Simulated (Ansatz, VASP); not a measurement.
One calculation of CdS, two programs

```
Cd S
1.0
     0.00000    2.66715    2.93386
     2.66715    0.00000    2.93386
     2.66715    2.66715    0.00000
Cd S
1 1
Direct
  0.00000 0.00000 0.00000
  0.50000 0.50000 0.50000
```

Alike in both runs: task single point; functional PBE; k mesh 12 × 12 × 12; occupations gaussian, width 0.03 eV; no spin polarisation.

|  | VASP | Ansatz |
| --- | --- | --- |
| version | VASP 6.6.1 | Ansatz 0.2.0 |
| potentials or method | VASP PAW PBE potentials, release 64 (Cd, S) | scalar-relativistic, plane waves, PAW |
| plane-wave cutoff (eV) | 520 | 420 |
| valence electrons in the cell | 18 | 26 |

|  | VASP | Ansatz | Ansatz less VASP |
| --- | --- | --- | --- |
| gap on the k mesh at the Fermi level (eV) | none | none | - |
| pressure (GPa) | 1.2 | 0.8 | -0.39 |
| largest component of the traceless stress (GPa) | 4.14 | 3.94 | -0.197 |

A gap of «none» marks a metal or a gap that the smearing closes. The two sets of potentials don't hold the same shells in valence.
